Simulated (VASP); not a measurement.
The system is Ga.

```
CELL_PARAMETERS angstrom
1.45000 -4.06500 0.00000
1.45000 4.06500 0.00000
0.00000 0.00000 3.17000
ATOMIC_POSITIONS crystal
Ga 0.13300 0.86700 0.75000
Ga 0.86700 0.13300 0.25000
```

This isn't the form of Ga at room conditions, which is orthorhombic.

| Quantity | Value |
| --- | --- |
| Program | VASP 6.6.1 |
| Task | single point |
| Functional | PBEsol |
| Potentials or basis | VASP PAW PBE potentials, release 64 (Ga_d) |
| Cutoff | 520 eV |
| k mesh | 10 × 10 × 8 |
| Occupations | fermi-dirac, width 0.05 eV |
| Spin | no spin polarisation |

On this cell: pressure -2.0 GPa; largest force 0.210 eV/Å; band gap on the k mesh none (metal or under the smearing width).

The same run follows on a disturbed copy (atoms moved at random, drawn with an rms of 0.05 Å):

```xyz
2
Lattice="1.4500 -4.0650 0.0000 1.4500 4.0650 0.0000 0.0000 0.0000 3.1700" Properties=species:S:1:pos:R:3 pbc="T T T"
Ga    1.4881    3.0120    2.3844
Ga    1.4634   -2.9140    0.8305
```

Task: What does the disturbed cell give?

Result: The energy (extrapolated to zero smearing) moves by -1.9 meV/atom; pressure -2.0 GPa; largest force 0.057 eV/Å; band gap on the k mesh none (metal or under the smearing width).

Forces on the atoms (eV/Å):
```
Ga  -0.009 -0.025  0.051
Ga   0.009  0.025 -0.051
```

Stress tensor (GPa, compression positive):
```
-3.10 -0.05 -0.01
-0.05 -1.94  0.00
-0.01  0.00 -0.93
```

Caveats: the PAW data sets were made with another functional, which shifts forces and pressure a little.
